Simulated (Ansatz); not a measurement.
**A film clamped to a substrate in Si**

The calculation used DFT r2SCAN, scalar-relativistic, plane waves, PAW in Ansatz. Cutoff 500 eV, Γ-centred 12×12×4 k-points, Gaussian smearing of 0.05 eV. No spin polarisation. Energies are free energies at this smearing, counted from the undisturbed cell; pressure is positive in compression.

The undisturbed cell (relaxed at this level; this form isn't the usual structure):

```xyz
4
Lattice="3.8319 0.0000 0.0000 -1.9160 3.3185 0.0000 0.0000 0.0000 6.3418" Properties=species:S:1:pos:R:3 pbc="T T T"
Si    0.0000    2.2124    0.4001
Si    1.9160    1.1062    3.5710
Si    0.0000    2.2124    2.7708
Si    1.9160    1.1062    5.9417
```

The cell (4 atoms, V0 = 80.64 Å³) is strained by p along both x and y and by q along z, fractional coordinates fixed. τp = (1/V0) ∂E/∂p = (σxx + σyy)(1 + p)(1 + q) and τq = (1/V0) ∂E/∂q = σzz(1 + p)², with tension positive.

| p | q | ΔE (meV/atom) | τp (GPa) | τq (GPa) |
| --- | --- | --- | --- | --- |
| 0.000 | 0.000 | 0.00 | -0.02 | 0.01 |
| -0.040 | 0.000 | 60.95 | -25.55 | -1.96 |
| 0.040 | 0.000 | 48.53 | 18.23 | 1.19 |
| 0.000 | -0.040 | 28.93 | -1.59 | -12.21 |
| 0.000 | 0.040 | 22.96 | 1.45 | 8.60 |

**Question.** Get the second derivatives of the energy density.

**Answer.** Central differences give A = ∂τp/∂p = 547 GPa (C11 + C22 + 2 C12), C = ∂τq/∂q = 260 GPa (C33) and the cross term B = ∂τq/∂p = 39 GPa (C13 + C23); ∂τp/∂q = 38 GPa must equal B, and any difference shows higher-order terms. Steps this large leave an error of some per cent of A or C in all of these, which can swamp a small B. The ions are clamped.

**Question.** A film of this crystal grows with z along the normal on a substrate that imposes p. How does its thickness respond, and what does the misfit cost?

**Answer.** Count p and q from the stress-free cell. A free surface needs τq = 0, so q = −(B/C) p = -0.15 p. The energy density left is (A − B²/C) p²/2 = M p², with the biaxial modulus M = 271 GPa; a misfit of 1 % costs 3.41 meV/atom, against 3.44 meV/atom if the thickness were held.

At p = 0.080 the energies along q are 283.6 (q = -0.080), 193.0 (q = -0.040), 173.9 (q = 0.000), 205.3 (q = 0.040), 271.6 (q = 0.080) meV/atom.

**Question.** Does the linear rule hold at this misfit?

**Answer.** A parabola through the lowest point and its neighbours has its minimum at q = -0.005, 173.5 meV/atom. With the stress left in the starting cell, τp0 and τq0, linear elasticity gives q = −(τq0 + Bp)/C = -0.012 and E = V0(τp0 p + τq0 q + Ap²/2 + Bpq + Cq²/2)/N = 217.7 meV/atom. The energies differ by more than a tenth, so the quadratic law fails here: the gap holds the anharmonic part, with some error from the wide steps. Cubic terms also shift the vertex of so wide a parabola.

Forces appear on the atoms along this scan, and letting them relax would lower the energy and soften the response. The gap closes along the scan, which can put kinks into the curve.

This hexagonal diamond form of silicon is stiff both in the plane and along z, yet the two directions are only weakly coupled, so nearly all the misfit energy goes into in-plane strain. The geometry explains this: with fractional coordinates fixed, in-plane strain leaves the bonds along z unchanged and loads the inclined bonds, which lie close to the plane and pass little stress to the normal. In a real film, in-plane tension would also flatten the puckered layers, exchanging bond stretching for softer bond bending. The thickness response of -0.15 p therefore probably understates the true contraction, by more than the misfit energy is overstated.

The harmonic estimate of 217.7 meV/atom lies well above the 173.5 meV/atom from the scan because covalent bonds soften when stretched, whereas compression meets steeply rising repulsion. The same asymmetry appears in the smaller strains along both directions, so a compressive misfit of equal size should cost more than a tensile one. Whether a film would stay coherent at such strain depends also on misfit dislocations, which these energies don't address.
